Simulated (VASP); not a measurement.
# Zn (P6_3/mmc) in VASP: settings compared

Aim: see how the results for Zn move with the level of theory and the settings. Levels: vdW-DF-cx, PBEsol. Tasks: elastic constants, equation of state.

All numbers are computed with VASP 6.6.1; they aren't measurements. Logs are shortened: lines on timing, memory, paths and dates and some standing lists are left out, and cuts for length are marked.

**1. The structure**

It takes space group P6_3/mmc (No. 194, hexagonal). Conventional cell: a = 2.607 Å, b = 2.607 Å, c = 4.853 Å, α = 90.00°, β = 90.00°, γ = 120.00°. Around Zn (site symmetry -6m2) lie 12 Zn at 2.61 to 2.86 Å.

**2. Elastic constants, vdW-DF-cx (atoms moved at random, drawn with an rms of 0.05 Å)**

Input file POSCAR:

```
Zn
1.0
    2.6700000000      0.0000000000      0.0000000000
   -1.3350000000      2.3122878281      0.0000000000
    0.0000000000      0.0000000000      4.9660000000
Zn
2
Direct
    0.6654170000      0.3197430000      0.7489310000
    0.3225700000      0.6801310000      0.2510750000
```

Input file INCAR.step1:

```
SYSTEM = Zn
AGGAC = 0.0
ALGO = Fast
EDIFF = 1E-8
EDIFFG = -0.002
ENCUT = 580
GGA = CX
IBRION = 2
ISIF = 3
ISMEAR = -1
LASPH = .TRUE.
LCHARG = .FALSE.
LREAL = .FALSE.
LUSE_VDW = .TRUE.
LWAVE = .FALSE.
NELM = 80
NSW = 40
PREC = Accurate
SIGMA = 0.1
```

Input file INCAR.step2:

```
SYSTEM = Zn
AGGAC = 0.0
ALGO = Fast
EDIFF = 1E-8
ENCUT = 580
GGA = CX
IBRION = 6
ISIF = 3
ISMEAR = -1
LASPH = .TRUE.
LCHARG = .FALSE.
LREAL = .FALSE.
LUSE_VDW = .TRUE.
LWAVE = .FALSE.
NELM = 80
NFREE = 2
NSW = 1
POTIM = 0.015
PREC = Accurate
SIGMA = 0.1
```

Input file KPOINTS:

```
k-points
0
G
  8 8 5
  0 0 0
```

Potentials or basis: VASP PAW PBE potentials, release 64 (Zn).

Started as:

```
cat potpaw_PBE.64/Zn/POTCAR > POTCAR
cp INCAR.step1 INCAR
mpirun -np 1 vasp_std > vasp.out
cp CONTCAR POSCAR
cp INCAR.step2 INCAR
mpirun -np 1 vasp_std > vasp.out
```

OUTCAR:

```text
SYSTEM = Zn
   EDIFF = 1E-8
   ENCUT = 580
   GGA = CX
   IBRION = 6
   ISIF = 3
   ISMEAR = -1
   LASPH = .TRUE.
   LREAL = .FALSE.
   NELM = 80
   NFREE = 2
   NSW = 1
   POTIM = 0.015
   PREC = Accurate

 ion  position               nearest neighbor table
   1  0.661  0.334  0.750-   2 2.73   2 2.73   2 2.73   2 2.73   2 2.73   2 2.73
   2  0.327  0.666  0.250-   1 2.73   1 2.73   1 2.73   1 2.73   1 2.73   1 2.73

  LATTYP: Found a triclinic cell.
 ALAT       =     2.7117700859
 B/A-ratio  =     0.9998781164
 C/A-ratio  =     1.6469904849
 COS(alpha) =     0.0000826669
 COS(beta)  =     0.0002767121
 COS(gamma) =     0.5001547956

  Lattice vectors:

 A1 = (  -1.3557569863,   2.3485356693,  -0.0004505845)
 A2 = (   1.3554280521,   2.3483439475,  -0.0001318512)
 A3 = (  -0.0003417979,   0.0003728144,  -4.4662595002)

Analysis of symmetry for initial positions (statically):
=====================================================================
 Subroutine PRICEL returns:
 Original cell was already a primitive cell.

 Routine SETGRP: Setting up the symmetry group for a
 triclinic supercell.

 Subroutine GETGRP returns: Found  2 space group operations
 (whereof  1 operations were pure point group operations)
 out of a pool of  2 trial point group operations.

The static configuration has the point symmetry C_1 .
 The point group associated with its full space group is S_2 .

Analysis of symmetry for dynamics (positions and initial velocities):
=====================================================================
 Subroutine PRICEL returns:
 Original cell was already a primitive cell.

 Routine SETGRP: Setting up the symmetry group for a
 triclinic supercell.

 Subroutine GETGRP returns: Found  2 space group operations
 (whereof  1 operations were pure point group operations)
 out of a pool of  2 trial point group operations.

The dynamic configuration has the point symmetry C_1 .
 The point group associated with its full space group is S_2 .

 Subroutine INISYM returns: Found  2 space group operations
 (whereof  1 operations are pure point group operations),
 and found     1 'primitive' translations

----------------------------------------------------------------------------------------

                                     Primitive cell

  volume of cell :      28.4369

  direct lattice vectors                    reciprocal lattice vectors
     2.711185038 -0.000191722  0.000318733     0.368857460  0.212933140 -0.000010454
    -1.355756986  2.348535669 -0.000450584     0.000030107  0.425814625  0.000035542
     0.000341798 -0.000372814  4.466259500    -0.000026320  0.000027763  0.223901011

  length of vectors
     2.711185064  2.711770086  4.466259529     0.425906501  0.425814627  0.223901015

  position of ions in fractional coordinates (direct lattice)
     0.661133078  0.333511632  0.750006733
     0.326853922  0.666362368  0.249999267

  ion indices of the primitive-cell ions
   primitive index   ion index
                 1           1
                 2           2

----------------------------------------------------------------------------------------

 KPOINTS: k-points

Automatic generation of k-mesh.
 Grid dimensions read from file:
 generate k-points for:    8    8    5
[... 113 lines left out ...]
  ext. energy  EPLUGINS =         0.00000000
  ---------------------------------------------------
  free energy    TOTEN  =         3.57967876 eV

  energy without entropy =        3.58894132  energy(sigma->0) =        3.58431004

------------------------ aborting loop because EDIFF is reached ----------------------------------------

  FORCE on cell =-STRESS in cart. coord.  units (eV):
  Direction    XX          YY          ZZ          XY          YZ          ZX
  --------------------------------------------------------------------------------------
  -------------------------------------------------------------------------------------
  Total        0.0052088      0.0038102      0.0034362     -0.0002484      0.0010886     -0.0010140
  in kB        0.2934725      0.2146700      0.1935982     -0.0139975      0.0613353     -0.0571289
  external PRESSURE =       0.2339136 kB  Pullay stress =       0.0000000 kB
[... 97 lines left out ...]
  energy  without entropy=        3.5918757125  energy(sigma->0) =        3.58747288

Total vdW correction in eV:      4.5769924

[... ionic steps 4 to 16 ...]

--------------------------------------- Ionic step       17  -------------------------------------------

 number of electron      24.0000013 magnetization

------------------------ aborting loop because EDIFF is reached ----------------------------------------
[... 71 lines left out ...]
--------------------------------------- Ionic step       19  -------------------------------------------

 number of electron      24.0000008 magnetization

 Free energy of the ion-electron system (eV)
  ---------------------------------------------------
  ext. energy  EPLUGINS =         0.00000000
  ---------------------------------------------------
  free energy    TOTEN  =         3.58015914 eV

  energy without entropy =        3.58942225  energy(sigma->0) =        3.58479070

 E-fermi :   3.6348     XC(G=0): -12.0130

 val. band max:        3.5689204542   @ k =   0.5000   0.0000   0.4000
 cond. band min:       3.7039972718   @ k =   0.0000   0.5000   0.4000
 fundamental gap:      0.1350768176
 Fermi energy:         3.6348084195

 k-point     1 :       0.0000    0.0000    0.0000
  band No.  band energies     occupation
      1      -7.4785      2.00000
      2      -5.2735      2.00000
      3      -4.4416      2.00000
      4      -4.3751      2.00000
      5      -4.3745      2.00000
      6      -4.2802      2.00000
[... 433 lines left out ...]
      3      -4.7434      2.00000
      4      -4.4421      2.00000
      5      -4.4022      2.00000
      6      -4.3581      2.00000
[... 8 lines left out ...]
     15       8.7070      0.00000
     16       9.7698      0.00000

 [... further k-points ...]

------------------------ aborting loop because EDIFF is reached ----------------------------------------

  FORCE on cell =-STRESS in cart. coord.  units (eV):
  Direction    XX          YY          ZZ          XY          YZ          ZX
  --------------------------------------------------------------------------------------
  -------------------------------------------------------------------------------------
  Total        0.0010615     -0.0003174      0.0003944     -0.0002260      0.0009570     -0.0011717
  in kB        0.0598045     -0.0178817      0.0222225     -0.0127342      0.0539203     -0.0660142
  external PRESSURE =       0.0213818 kB  Pullay stress =       0.0000000 kB
[... 21 lines left out ...]
  energy  without entropy=        3.5894222507  energy(sigma->0) =        3.58479070

Total vdW correction in eV:      4.5954642

 INTERNAL STRAIN TENSORS FROM STRAINED CELLS
 ============================================

 INTERNAL STRAIN TENSOR FOR ION    1 for displacements in x,y,z  (eV/Angst):
          X           Y           Z          XY          YZ          ZX
  --------------------------------------------------------------------------------
  x     0.00729    -0.00001     0.01471    -0.78302    -0.00153     0.00175
  y    -0.79175     0.75942     0.00945     0.00184    -0.00133    -0.00145
  z     0.00131    -0.00065     0.00106    -0.00099    -0.01671     0.01462

 INTERNAL STRAIN TENSORS FROM DISPLACED ATOMS
 ============================================

 INTERNAL STRAIN TENSOR FOR ION    1 for displacements in x,y,z  (eV/Angst):
          X           Y           Z          XY          YZ          ZX
  --------------------------------------------------------------------------------
  x    -0.10410    -0.13318    -0.13302    -0.82022    -0.00135     0.00059
  y    -0.84301     0.79802    -0.01298     0.01902    -0.00109    -0.00147
  z     0.02806     0.02559     0.02702    -0.00104     0.00902     0.01044

 INTERNAL STRAIN TENSOR FOR ION    2 for displacements in x,y,z  (eV/Angst):
          X           Y           Z          XY          YZ          ZX
  --------------------------------------------------------------------------------
  x     0.10410     0.13318     0.13302     0.82022     0.00135    -0.00059
  y     0.84301    -0.79802     0.01298    -0.01902     0.00109     0.00147
  z    -0.02806    -0.02559    -0.02702     0.00104    -0.00902    -0.01044

 Eigenvectors and eigenvalues of the dynamical matrix
 ----------------------------------------------------

   1 f  =    5.714690 THz    35.906454 2PiTHz  190.621530 cm-1    23.634047 meV
             X         Y         Z           dx          dy          dz
      1.340550  0.782858  3.349785    -0.000388    0.000493    0.707107
     -0.017179  1.564820  1.116366     0.000388   -0.000493   -0.707107
[... 16 lines left out ...]
   5 f  =    0.000000 THz     0.000000 2PiTHz    0.000001 cm-1     0.000000 meV
             X         Y         Z           dx          dy          dz
      1.340550  0.782858  3.349785     0.705314   -0.013403    0.048505
     -0.017179  1.564820  1.116366     0.705314   -0.013403    0.048505

   6 f/i=    0.000000 THz     0.000000 2PiTHz    0.000002 cm-1     0.000000 meV
             X         Y         Z           dx          dy          dz
      1.340550  0.782858  3.349785     0.036491    0.605555   -0.363279
     -0.017179  1.564820  1.116366     0.036491    0.605555   -0.363279

--------------------------------------------------------------------------------------------------------

 ELASTIC MODULI CONTR FROM IONIC RELAXATION (kBar)
 Direction    XX          YY          ZZ          XY          YZ          ZX
 --------------------------------------------------------------------------------
 XX         -45.5682     41.6706     -1.5315     -4.1017     -0.0698     -0.0789
 YY          41.6706    -41.4617     -0.5005     -8.0386      0.0405      0.0764
 ZZ          -1.5315     -0.5005     -1.1286     -6.8242     -0.0152      0.0001
 XY          -4.1017     -8.0386     -6.8242    -42.2324     -0.0676      0.0327
 YZ          -0.0698      0.0405     -0.0152     -0.0676     -0.0012     -0.0013
 ZX          -0.0789      0.0764      0.0001      0.0327     -0.0013     -0.0016
 --------------------------------------------------------------------------------

 TOTAL ELASTIC MODULI (kBar)
 Direction    XX          YY          ZZ          XY          YZ          ZX
 --------------------------------------------------------------------------------
 XX        1589.1043    564.0278    321.8346     -3.7045      0.2997     -2.2920
 YY         564.0278   1625.1733    328.4910     -8.1077      0.0761     -2.5764
 ZZ         321.8346    328.4910   2100.7718     -5.7487      0.1052     -2.5164
 XY          -3.7045     -8.1077     -5.7487    521.6195      0.2028     -0.2176
 YZ           0.2997      0.0761      0.1052      0.2028    327.9391      0.7252
 ZX          -2.2920     -2.5764     -2.5164     -0.2176      0.7252    331.1787
 --------------------------------------------------------------------------------
```

It took 41 min on 1 thread of Intel Xeon Platinum 8488C (Sapphire Rapids), shared host; peak memory 0.39 GiB.

What came out:

* Relaxed volume: 14.22 Å³/atom
* Relaxed cell: a = 2.711 Å, b = 2.712 Å, c = 4.466 Å, α = 90.02°, β = 89.99°, γ = 120.00°
* Space group after relaxing (to 0.05 Å): P6_3/mmc (No. 194)
* Voigt bulk modulus: 86 GPa
* Highest phonon frequency at Γ: 191 cm⁻¹

Step by step:
```
step  energy change (eV)  largest force (eV/Å)  pressure (GPa)  volume (Å³)
   1              0.0000                0.0441           -4.00        30.66
   2             -0.0305                0.0542           -0.26        28.99
   3             -0.0324                0.0575            1.02        28.54
   4             -0.0615                0.0637            2.14        27.90
   5              0.0006                0.0843           10.81        25.89
   6             -0.0759                0.0640            3.79        27.35
   7             -0.0999                0.0508            0.67        28.23
   8             -0.1002                0.0502            0.39        28.33
   9             -0.1006                0.0442            0.03        28.44
  10             -0.1007                0.0421           -0.12        28.48
  11             -0.1009                0.0372           -0.09        28.46
  12             -0.1014                0.0223            0.02        28.43
  13             -0.1012                0.0094            0.23        28.36
  14             -0.1015                0.0109            0.13        28.40
  15             -0.1017                0.0072            0.01        28.44
  16             -0.1018                0.0025           -0.13        28.48
  17             -0.1019                0.0021            0.01        28.43
  18             -0.1019                0.0020            0.03        28.43
  19             -0.1019                0.0018            0.01        28.44
```

Final structure:
```xyz
2
Lattice="2.7112 -0.0002 0.0003 -1.3558 2.3485 -0.0005 0.0003 -0.0004 4.4663" Properties=species:S:1:pos:R:3 pbc="T T T"
Zn    1.3406    0.7829    3.3498
Zn   -0.0172    1.5648    1.1164
```

Phonon frequencies in cm⁻¹ (negative: imaginary):
| q point | frequencies |
| --- | --- |
| (0.000, 0.000, 0.000) | 0 0 0 86 87 191 |

Elastic tensor in Voigt notation (GPa, in the Cartesian axes of the cell as first typed):
```
159  56  32   0   0   0
 56 163  33   0   0  -1
 32  33 210   0   0  -1
  0   0   0  33   0   0
  0   0   0   0  33   0
  0  -1  -1   0   0  52
```

Clamped-ion elastic tensor (GPa):
```
163  52  32   0   0   0
 52 167  33   0   0   0
 32  33 210   0   0   0
  0   0   0  33   0   0
  0   0   0   0  33   0
  0   0   0   0   0  56
```

Caveat: the PAW data sets were made with another functional, which shifts forces and pressure a little.

**3. Equation of state, PBEsol, 13.71 Å³/atom (a relaxed cell with its volume scaled by 0.96)**

Input file INCAR:

```
PREC = Accurate
ENCUT = 520
EDIFF = 1E-7
ISMEAR = -1
SIGMA = 0.05
LREAL = F
LASPH = T
NELM = 60
ALGO = Fast
ISIF = 2
LWAVE = F
LCHARG = F
GGA = PS
```

Input file KPOINTS:

```
Automatic mesh
0
Gamma
  10 10 6
```

Input file POSCAR:

```
Zn                                      
1.0
    2.5721732203     -0.0000000000     -0.0000000000
   -1.2860866101      2.2275673517      0.0000000000
    0.0000000000      0.0000000000      4.7871488976
  Zn            
     2
Direct
     0.6666666667000030    0.3333333332999970    0.7500000000000000
     0.3333333332999970    0.6666666667000030    0.2500000000000000
```

Potentials or basis: VASP PAW PBE potentials, release 64 (Zn).

Started as:

```
cat potpaw_PBE.64/Zn/POTCAR > POTCAR
mpirun -np 1 vasp_std > vasp.out
```

Run time: 14 s. Hardware: 1 thread of Intel Xeon Platinum 8488C (Sapphire Rapids), shared host; peak memory 0.14 GiB.

It converged, with:

```yaml
Free_energy: -3.1738 eV
Pressure: 4.2 GPa
Band_gap_on_the_k_mesh: none (metal or under the smearing width)
```

Caveat: the PAW data sets were made with another functional, which shifts forces and pressure a little.

**4. Equation of state, PBEsol, 14.00 Å³/atom (a relaxed cell with its volume scaled by 0.98)**

INCAR is that of step 3.

KPOINTS is that of step 3.

Input file POSCAR:

```
Zn                                      
1.0
    2.5899129065     -0.0000000000     -0.0000000000
   -1.2949564533      2.2429303706      0.0000000000
    0.0000000000      0.0000000000      4.8201647609
  Zn            
     2
Direct
     0.6666666667000030    0.3333333332999970    0.7500000000000000
     0.3333333332999970    0.6666666667000030    0.2500000000000000
```

Started as:

```
cat potpaw_PBE.64/Zn/POTCAR > POTCAR
mpirun -np 1 vasp_std > vasp.out
```

Wall time 14 s (1 thread of Intel Xeon Platinum 8488C (Sapphire Rapids), shared host); peak memory 0.14 GiB.

Results (log left out):

| Quantity | Value |
| --- | --- |
| Free energy | -3.1847 eV |
| Pressure | 1.9 GPa |
| Band gap on the k mesh | none (metal or under the smearing width) |

Caveat: the PAW data sets were made with another functional, which shifts forces and pressure a little.

**5. Equation of state, PBEsol, 14.29 Å³/atom**

INCAR is that of step 4.

KPOINTS is that of step 4.

Input file POSCAR:

```
Zn                                      
1.0
    2.6074128489     -0.0000000000     -0.0000000000
   -1.3037064245      2.2580857653      0.0000000000
    0.0000000000      0.0000000000      4.8527344297
  Zn            
     2
Direct
     0.6666666667000030    0.3333333332999970    0.7500000000000000
     0.3333333332999970    0.6666666667000030    0.2500000000000000
```

Started as:

```
cat potpaw_PBE.64/Zn/POTCAR > POTCAR
mpirun -np 1 vasp_std > vasp.out
```

Wall time 14 s (1 thread of Intel Xeon Platinum 8488C (Sapphire Rapids), shared host); peak memory 0.14 GiB.

The run converged. Its results:

| Item | Value |
| --- | --- |
| Free energy | -3.1880 eV |
| Pressure | 0.0 GPa |
| Band gap on the k mesh | none (metal or under the smearing width) |

Caveat: the PAW data sets were made with another functional, which shifts forces and pressure a little.

**6. Equation of state, PBEsol, 14.57 Å³/atom (a relaxed cell with its volume scaled by 1.02)**

INCAR is that of step 5.

KPOINTS is that of step 5.

Input file POSCAR:

```
Zn                                      
1.0
    2.6246809869     -0.0000000000     -0.0000000000
   -1.3123404935      2.2730404115      0.0000000000
    0.0000000000      0.0000000000      4.8848726804
  Zn            
     2
Direct
     0.6666666667000030    0.3333333332999970    0.7500000000000000
     0.3333333332999970    0.6666666667000030    0.2500000000000000
```

Potentials or basis: VASP PAW PBE potentials, release 64 (Zn).

Started as:

```
cat potpaw_PBE.64/Zn/POTCAR > POTCAR
mpirun -np 1 vasp_std > vasp.out
```

Run time: 14 s. Hardware: 1 thread of Intel Xeon Platinum 8488C (Sapphire Rapids), shared host; peak memory 0.14 GiB.

The run converged. Its results:

| Quantity | Value |
| --- | --- |
| Free energy | -3.1847 eV |
| Pressure | -1.8 GPa |
| Band gap on the k mesh | none (metal or under the smearing width) |

Caveat: the PAW data sets were made with another functional, which shifts forces and pressure a little.

**7. Equation of state, PBEsol, 14.86 Å³/atom (a relaxed cell with its volume scaled by 1.04)**

INCAR is that of step 6.

KPOINTS is that of step 6.

Input file POSCAR:

```
Zn                                      
1.0
    2.6417248475     -0.0000000000     -0.0000000000
   -1.3208624238      2.2878008277      0.0000000000
    0.0000000000      0.0000000000      4.9165935217
  Zn            
     2
Direct
     0.6666666667000030    0.3333333332999970    0.7500000000000000
     0.3333333332999970    0.6666666667000030    0.2500000000000000
```

Started as:

```
cat potpaw_PBE.64/Zn/POTCAR > POTCAR
mpirun -np 1 vasp_std > vasp.out
```

Run time: 15 s. Hardware: 1 thread of Intel Xeon Platinum 8488C (Sapphire Rapids), shared host; peak memory 0.14 GiB.

Results (log left out):

```
Free energy            : -3.1755 eV
Pressure               : -3.3 GPa
Band gap on the k mesh : none (metal or under the smearing width)
```

Caveat: the PAW data sets were made with another functional, which shifts forces and pressure a little.

**8. Equation of state, PBEsol**

Potentials or basis: VASP PAW PBE potentials, release 64 (Zn).

This step only gathers the single runs of the series.

Results:

- Equilibrium volume: 14.28 Å³/atom
- Bulk modulus at fixed shape and positions: 93 GPa
- Pressure derivative of the bulk modulus: 5.0 (rough: it moves with the points fitted)

Energy against volume, from the lowest point:
```tsv
volume (Å³/atom)	energy (meV/atom)
13.714	7.08
14.000	1.67
14.286	0.00
14.572	1.65
14.857	6.24
```

Caveat: the cell was scaled at fixed shape and fractional positions, which overstates the stiffness of a crystal with free parameters, most of all of layers and chains; the PAW data sets were made with another functional, which shifts forces and pressure a little.
